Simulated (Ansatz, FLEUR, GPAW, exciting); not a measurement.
C: 5 runs at one level of theory

```
C
1.0
     0.00000    1.78337    1.78337
     1.78337    0.00000    1.78337
     1.78337    1.78337    0.00000
C
2
Direct
  0.75000 0.75000 0.75000
  0.50000 0.50000 0.50000
```

Alike in all runs: task band structure; functional revPBE; k mesh 13 × 13 × 13; occupations fermi-dirac, width 0.05 eV; no spin polarisation; no spin-orbit coupling. Pressure is positive in compression and, in plane waves, holds the error of the finite cutoff, which Ansatz's Pulay term estimates and takes out. Gaps are the smaller of the mesh's and the band path's.

| program and potentials | plane-wave cutoff (eV) | notes | band gap (eV) | pressure (GPa) |
| --- | --- | --- | --- | --- |
| Ansatz, Ansatz PAW | 420 | potentials made for PBE, which Ansatz adapts in part; Pulay term of +0.92 GPa included | 4.13 | 6.42 |
| exciting, all-electron LAPW+lo, shipped species files, valence relativity iora* | - | - | 4.14 | - |
| GPAW, the program's PAW data sets (release 1.2.1) made for this functional | 800 | - | 4.12 | 6.08 |
| FLEUR, all-electron, FLAPW | - | - | 4.13 | - |
| Ansatz, all-electron LAPW, scalar-relativistic | - | - | 4.14 | 6.38 |

The band gap spans 4.12 (GPAW, the program's PAW data sets (release 1.2.1) made for this functional) to 4.14 eV (Ansatz, all-electron LAPW, scalar-relativistic), with all-electron results at 4.13 to 4.14. The pressure spans 6.08 (GPAW, the program's PAW data sets (release 1.2.1) made for this functional) to 6.42 GPa (Ansatz, Ansatz PAW), with all-electron results at 6.38. Some sets were made for another functional than the one run, which can shift their rows. The paths' points differ, which is worth about 0.01 eV.

Differences between rows come from potentials, basis sets and numerical settings, since the functional is the same but for its coding. Runs on potential files found faulty are left out.

The five runs agree closely on a gap of 4.12 to 4.14 eV, so the potentials and basis sets hardly affect it. The wide gap reflects strong sp³ overlap across short C–C bonds: carbon has no p shell in its core, its 2p orbitals are compact, and bonding and antibonding states are split far apart. The value nevertheless falls well below diamond's measured gap, as expected of Kohn–Sham eigenvalues from a semilocal functional, which lacks the derivative discontinuity. Agreement between the codes therefore confirms the revPBE result, not the true gap.

The positive pressures show that revPBE would expand this cell, which is close to diamond's measured size. This fits the functional's stronger gradient enhancement of exchange, which favours inhomogeneous densities and tends to lengthen covalent bonds. The pressure separates the methods more clearly than the gap does, with GPAW at 6.08 GPa against 6.38 GPa for the all-electron run, possibly through residual basis or data-set error. A single volume fixes neither the equilibrium lattice constant nor the bulk modulus.
